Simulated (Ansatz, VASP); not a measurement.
## One calculation of TaN, two programs

```
Ta N
1.0
     0.00000    2.17900    2.17900
     2.17900    0.00000    2.17900
     2.17900    2.17900    0.00000
Ta N
1 1
Direct
  0.50000 0.50000 0.50000
  0.00000 0.00000 0.00000
```

Alike in both runs: task single point; functional PBEsol; k mesh 13 × 13 × 13; occupations gaussian, width 0.05 eV; no spin polarisation.

|  | VASP | Ansatz |
| --- | --- | --- |
| version | VASP 6.6.1 | Ansatz 0.2.0 |
| potentials or method | VASP PAW PBE potentials, release 64 (Ta_pv, N) | plane waves, PAW |
| plane-wave cutoff (eV) | 520 | 490 |
| valence electrons in the cell | 16 | 18 |

```tsv
	VASP	Ansatz	Ansatz less VASP
pressure (GPa)	5.4	4.4	-1.07
```

The two sets of potentials don't hold the same shells in valence.

Caveats: the PAW data sets were made with another functional, which shifts forces and pressure a little (VASP). The runs have no spin-orbit coupling, so splittings on Ta are missing.
